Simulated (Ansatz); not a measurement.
## AlGaN₂ (P-4m2), stationary points along a deformation path

Level of theory: Ansatz 0.2.0, DFT r2SCAN, scalar-relativistic, plane waves, PAW. Settings: plane waves to 500 eV, k-mesh 8×8×6 (Γ-centred), Gaussian smearing 0.05 eV. No spin polarisation. Energies are free energies at this smearing, counted from the undisturbed cell; pressure is positive in compression.

Zero of the scan (relaxed at this level; it needn't be the usual structure):

```
Al Ga N
1.0
     3.13853    0.00000    0.00000
     0.00000    3.13853    0.00000
     0.00000    0.00000    4.42236
Al Ga N
1 1 2
Direct
  0.50000 0.50000 0.50000
  0.00000 0.00000 0.00000
  0.50000 0.00000 0.73908
  0.00000 0.50000 0.26092
```

At fixed volume and fractional coordinates, lengths along (0.000, 0.000, 1.000) are scaled against those across it; ρ is that ratio over its starting value. V = 10.890 Å³/atom. Δσ is the stress along the axis less the mean stress across it (compression positive).

| ρ | ΔE (meV/atom) | Δσ (GPa) | space group |
| --- | --- | --- | --- |
| 0.800 | 110.9 | 19.11 | P-4m2 |
| 0.850 | 63.6 | 15.27 | P-4m2 |
| 0.920 | 18.9 | 9.33 | P-4m2 |
| 0.960 | 4.9 | 5.09 | P-4m2 |
| 1.000 | 0.0 | 0.01 | P-4m2 |
| 1.050 | 8.1 | -7.64 | P-4m2 |
| 1.100 | 33.5 | -16.75 | P-4m2 |
| 1.200 | 141.2 | -39.06 | P-4m2 |
| 1.300 | 329.5 | -65.70 | P-4m2 |

Task: How does the stress give the slope of the energy, and where is the energy stationary?

Result: Along the path d ln(length) is 2/3 d ln ρ on the axis and −1/3 d ln ρ across it, so dE/d ln ρ = −(2/3) V Δσ: the energy falls with ρ where Δσ is positive. Δσ vanishes or changes sign at ρ = 1.000 (P-4m2), a minimum at 0.0 meV/atom. Pairs of stationary points between two samples would go unseen, and could change a minimum read from distant neighbours into a maximum.

Task: Integrate that slope from ρ = 1 to 1.200 by the trapezoid rule.

Result: With V/N in Å³ and 1 eV/Å³ = 160.2 GPa the slopes at ρ = 1.000, 1.050, 1.100, 1.200 are 0, 346, 759, 1770 meV/atom per unit of ln ρ. The steps add 8.4 + 25.7 + 110.0 = 144.2 meV/atom, against 141.2 from the energies; the trapezoid rule misses the curvature of the slope within each step.

Forces appear on the atoms along this scan, and letting them relax would lower the energy and soften the response.

Cost: 9 runs of about 3.3 core-minutes in all, on Intel Xeon Processor @ 2.50GHz (Skylake/Cascade Lake) (shared hosts).